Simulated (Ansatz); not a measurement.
# Resistance of the hcp Ru(0001) / fcc Rh(111) interface, part 2 of 2

How much resistance does one hcp Ru(0001) / fcc Rh(111) interface add to a current across the layers?

Ansatz 0.2.0; Ansatz plane-wave DFT, PBE, PAW files; ballistic transport by layer matching (Landauer), zero bias; PAW set soft_1 (the session's first sound run).

So far, transmission per spin nearest the Fermi level: step 2 (transmission: PBE) 0.938.

### 6. Transmission: LDA

The functional changes to LDA at the same atoms, which shifts d bands against the Fermi level. To save time only the energies from -0.06 to 0.06 eV are solved. The mesh is 52×52 and the cutoff, the files' own for this level, 420 eV.

This step: Ansatz plane-wave DFT, LDA, PAW files; ballistic transport by layer matching (Landauer), zero bias; PAW set soft_1 (Ansatz 0.2.0).

Input file input.yaml:

```yaml
crystal:
  lattice:
    - [2.6974988998, 0.0, 0.0]
    - [-1.3487494499, 2.3361025739, 0.0]
    - [0.0, 0.0, 45.4898143392]
  atoms:
    - { symbol: Ru, position: [0.0, 0.0, 0.0219829431] }
    - { symbol: Ru, position: [0.3333333333, 0.6666666667, 0.0693374363] }
    - { symbol: Ru, position: [0.0, 0.0, 0.1166919295] }
    - { symbol: Ru, position: [0.3333333333, 0.6666666667, 0.1640464227] }
    - { symbol: Ru, position: [0.0, 0.0, 0.2114009159] }
    - { symbol: Ru, position: [0.3333333333, 0.6666666667, 0.2587554091] }
    - { symbol: Ru, position: [0.0, 0.0, 0.3061099023] }
    - { symbol: Ru, position: [0.3333333333, 0.6666666667, 0.3534643954] }
    - { symbol: Ru, position: [0.0, 0.0, 0.4008188886] }
    - { symbol: Ru, position: [0.3333333333, 0.6666666667, 0.4481733818] }
    - { symbol: Ru, position: [0.0, 0.0, 0.495527875] }
    - { symbol: Ru, position: [0.3333333333, 0.6666666667, 0.5428823682] }
    - { symbol: Rh, position: [0.6666666667, 0.3333333333, 0.5905455082] }
    - { symbol: Rh, position: [0.0, 0.0, 0.6385172951] }
    - { symbol: Rh, position: [0.3333333333, 0.6666666667, 0.686489082] }
    - { symbol: Rh, position: [0.6666666667, 0.3333333333, 0.7344608688] }
    - { symbol: Rh, position: [0.0, 0.0, 0.7824326557] }
    - { symbol: Rh, position: [0.3333333333, 0.6666666667, 0.8304044425] }
    - { symbol: Rh, position: [0.6666666667, 0.3333333333, 0.8783762294] }
    - { symbol: Rh, position: [0.0, 0.0, 0.9263480162] }
    - { symbol: Rh, position: [0.3333333333, 0.6666666667, 0.9743198031] }
kpoints:
  mp_grid: { grid: [16, 16, 1] }
hamiltonian:
  xc: lda
  pseudopotentials: { kind: paw, azcp: { folder: soft_1 }, xc_functional: pbe }
scf:
  occupations: { method: fermi_dirac, width: 0.1 }
output:
  transmission:
    leads: [[5, 7], [15, 16]]
    kmesh: [52, 52]
    e_range: [-0.06, 0.06]
    de: 0.04
  write_potential: true
  write_density: true
  volumetric_format: npy
```

Started as:

```sh
$ ansatz run input.yaml --threads 4 --pin off --max-ram 15360MiB --backend cpu --events-out ev --progress --plain --runs-dir out
```

Numbers of over 12 decimals in the logs are rounded to 6 here.

Log:

```text
[...]
Crystal: 21 atoms, lattice volume = 286.660 Å³
Basis set: ecut = 420 eV, 5691 PW (Γ)
Bands: 207, of which v1, the nominal top of the filled ones, is band 173 counted from 1 (172 counted from 0)
Symmetry: 6 space group operations
[...]
k-points: 30 of 256 (time reversal used)
[...]
SCF iter   1: F=—  HF=-125624.176420 eV  |F-HF|=—  |Δ(HF+E_count)|=         —  Δρ=1.37e-1  dr2=4.85e2  ethr=3.10e-3  ⟨swp⟩=5.0  Hψ=19249  notcnv=0  defer=40
[...]
SCF iter  11: F=-125607.998461 eV  HF=-125607.998461 eV  |F-HF|=1.50e-8  |Δ(HF+E_count)|=   2.44e-9  Δρ=3.56e-7  dr2=1.52e-8  ethr=2.90e-11  ⟨swp⟩=1.4  Hψ=6534  notcnv=0
SCF 1 converged in 11 iterations: F = -125607.998461 eV  dr2 = 1.52e-8
[...]
transmission: 1237 of 12348 steps passed
transmission: 2470 of 12348 steps passed
[...]
transmission: 12348 of 12348 steps passed
SCF converged after 11 iterations
Free energy (F): -125607.998461 eV
[...]
Internal energy: -125607.267548 eV  (E = F + TS)
E sigma→0 (E₀):  -125607.633004 eV
Entropy (-TS):   -0.730912 eV (-34.805 meV/atom)
Fermi energy:    22.626944 eV
[...]
--- Band table (eV; the first three rows and the last of 30) ---
  k-point 0: bands = [... 169 lower, 21.5795, 21.6320, 21.6320, 21.6483, 21.6483, 21.7689, 21.7689, 21.8925, ... 30 higher]
  k-point 1: bands = [... 169 lower, 21.4502, 21.4945, 21.5472, 21.5988, 21.6407, 21.7077, 21.7235, 21.7966, ... 30 higher]
  k-point 2: bands = [... 169 lower, 21.1299, 21.1928, 21.2286, 21.3567, 21.3803, 21.5261, 21.5712, 21.6506, ... 30 higher]
  k-point 29: bands = [... 169 lower, 22.8686, 22.9404, 22.9793, 23.0161, 23.1497, 23.1929, 23.3852, 23.4290, ... 30 higher]
--- Transmission ---
  basis      : 55 plane waves across, 49 finite elements along
  points     : 252, standing for a mesh of 52 x 52
[...]
channels       : 1.384615e0 a spin
[...]
slowest decay  : 0.0372 /Å at (0.2500, 0.2308)
[...]
channels       : 1.768491e0 a spin
[...]
slowest decay  : 0.1012 /Å at (0.4038, 0.1923)
  junction   : crystal 0 to crystal 1, 13.55 to 33.80 Å
    transmission   : 9.400289e-1 a spin
[...]
```

Wall time 2 min (4 threads of Arm Neoverse V1, shared host); peak memory 2.2 GiB; 7.8 min of CPU time.

This step gave:

```yaml
free_energy: -125607.9985 eV
energy_at_zero_smearing: -125607.6330 eV
fermi_energy: 22.63 eV
step_of_the_upper_lead_s_potential: 1.9 meV
```

Per spin. The transmission, zone mean by energy, zero at the Fermi level:

```tsv
energy (eV)	transmission, zone mean
-0.0600	0.944
-0.0200	0.940
0.0200	0.930
0.0600	0.917
```

Over the solved energies the transmission per spin lies between 0.917 and 0.944, out of 1.37 channels of the lead on average (up to 1.40).

### 7. Resistance: LDA

This step: Ansatz plane-wave DFT, LDA, PAW files; ballistic transport by layer matching (Landauer), zero bias; specific resistance of one interface, 1/T less the mean of the leads' 1/N; PAW set soft_1 (Ansatz 0.2.0).

Numbers from this step:

* area resistance: 0.3490 fΩ m²
* T over the leads' mean channel count: 0.5893
* twice the interface resistance (2AR, or 2AR* for magnets): 0.6979 fΩ m²

Twice the interface resistance is 0.698 fΩ m² here, against 0.698 in the first run; 58.9 % of the two leads' mean channel count pass, 58.9 % before.

### 8. Transmission: r2SCAN, cutoff 500 eV

The same with r2SCAN, the dearer rung. To save time only the energies from -0.06 to 0.06 eV are solved. The mesh is 52×52 and the cutoff, the files' own for this level, 500 eV.

This step: Ansatz plane-wave DFT, r2SCAN, PAW files; ballistic transport by layer matching (Landauer), zero bias; PAW set soft_1 (Ansatz 0.2.0).

input.yaml: that of step 6 with these lines changed.

```diff
@@ -30,4 +30,4 @@
 hamiltonian:
-  xc: lda
-  pseudopotentials: { kind: paw, azcp: { folder: soft_1 }, xc_functional: pbe }
+  xc: r2scan
+  pseudopotentials: { kind: paw, azcp: { folder: soft_1 } }
 scf:
```

Log:

```text
[...]
Crystal: 21 atoms, lattice volume = 286.660 Å³
Basis set: ecut = 500 eV, 7161 PW (Γ), exchange–correlation on 80×80×1440 points (64 copies of the dense FFT grid, shifted against one another)
Bands: 207, of which v1, the nominal top of the filled ones, is band 173 counted from 1 (172 counted from 0)
Symmetry: 6 space group operations
[...]
k-points: 30 of 256 (time reversal used)
[...]
SCF iter   1: F=—  HF=-128436.265689 eV  |F-HF|=—  |Δ(HF+E_count)|=         —  Δρ=1.14e-1  dr2=2.76e2  dr2_τ=1.00e0  ethr=3.10e-3  ⟨swp⟩=5.0  Hψ=19495  notcnv=0  defer=55
[...]
SCF iter  18: F=-128426.974110 eV  HF=-128426.974110 eV  |F-HF|=1.11e-8  |Δ(HF+E_count)|=   6.16e-9  Δρ=1.73e-6  dr2=2.96e-8  dr2_τ=6.06e-10  ethr=2.90e-11  ⟨swp⟩=7.2  Hψ=11510  notcnv=0
SCF 1 converged in 18 iterations: F = -128426.974110 eV  dr2 = 2.96e-8
[...]
transmission: 1262 of 12600 steps passed
transmission: 2520 of 12600 steps passed
[...]
transmission: 12600 of 12600 steps passed
SCF converged after 18 iterations
Free energy (F): -128426.974110 eV
[...]
Internal energy: -128426.270974 eV  (E = F + TS)
E sigma→0 (E₀):  -128426.622542 eV
Entropy (-TS):   -0.703136 eV (-33.483 meV/atom)
Fermi energy:    22.790070 eV
[...]
--- Band table (eV; the first three rows and the last of 30) ---
  k-point 0: bands = [... 169 lower, 21.6652, 21.7213, 21.7213, 21.7537, 21.7537, 21.8752, 21.8752, 22.0985, ... 30 higher]
  k-point 1: bands = [... 169 lower, 21.5894, 21.6198, 21.6655, 21.7122, 21.7341, 21.8062, 21.8172, 21.9066, ... 30 higher]
  k-point 2: bands = [... 169 lower, 21.2495, 21.2967, 21.3700, 21.4592, 21.4729, 21.6337, 21.6878, 21.7504, ... 30 higher]
  k-point 29: bands = [... 169 lower, 23.0533, 23.1313, 23.1734, 23.2066, 23.3510, 23.3860, 23.5798, 23.6223, ... 30 higher]
--- Transmission ---
  basis      : 61 plane waves across, 50 finite elements along
  points     : 252, standing for a mesh of 52 x 52
[...]
channels       : 1.393491e0 a spin
[...]
slowest decay  : 0.0333 /Å at (0.2500, 0.2308)
[...]
channels       : 1.764053e0 a spin
[...]
slowest decay  : 0.0611 /Å at (0.4231, 0.1538)
  junction   : crystal 0 to crystal 1, 13.55 to 33.80 Å
    transmission   : 9.336133e-1 a spin
[...]
```

Wall time 3.9 min (4 threads); peak memory 3 GiB; 15 min of CPU time.

This step gave:

- free energy: -128426.9741 eV
- energy at zero smearing: -128426.6225 eV
- Fermi energy: 22.79 eV
- step of the lead's potential: 3.2 meV
- step of the upper lead's potential: 2.5 meV

Per spin. Transmission, zone mean against energy, zero at the Fermi level:

```tsv
energy (eV)	transmission, zone mean
-0.0600	0.944
-0.0200	0.934
0.0200	0.924
0.0600	0.911
```

Over the solved energies the transmission per spin lies between 0.911 and 0.944, out of 1.37 channels of the lead on average (up to 1.41).

### 9. Resistance: r2SCAN

This step: Ansatz plane-wave DFT, r2SCAN, PAW files; ballistic transport by layer matching (Landauer), zero bias; specific resistance of one interface, 1/T less the mean of the leads' 1/N; PAW set soft_1 (Ansatz 0.2.0).

This step gave:

| Property | Result |
| --- | --- |
| area resistance | 0.3534 fΩ m² |
| T over the leads' mean channel count | 0.5860 |
| twice the interface resistance (2AR, or 2AR* for magnets) | 0.7067 fΩ m² |

Twice the interface resistance is 0.707 fΩ m² here, against 0.698 in the first run; 58.6 % of the two leads' mean channel count pass, 58.9 % before.

### 10. What came out

| Quantity | Value |
| --- | --- |
| 2AR, PBE | 0.698 fΩ m² |
| 2AR, LDA | 0.698 fΩ m² |
| 2AR, r2SCAN | 0.707 fΩ m² |

What this shows: One interface gives 2AR = 0.698 fΩ m² (PBE). The functionals span 0.698 to 0.707 fΩ m². A mesh a third as fine gives 0.650 against 0.698 fΩ m². The formula assumes diffuse scattering between interfaces; layers sit on ideal sites at each metal's own atomic volume.

[Logs are printed without paths, hosts, clocks, repeated set-up lines and the standing remarks that a program may print on its own settings, such as how far it seeks lower states.]

[Hosts, paths, dates, database ids (printed as entryN), source tags and the programs' standing remarks are cut or masked in the printed files.]
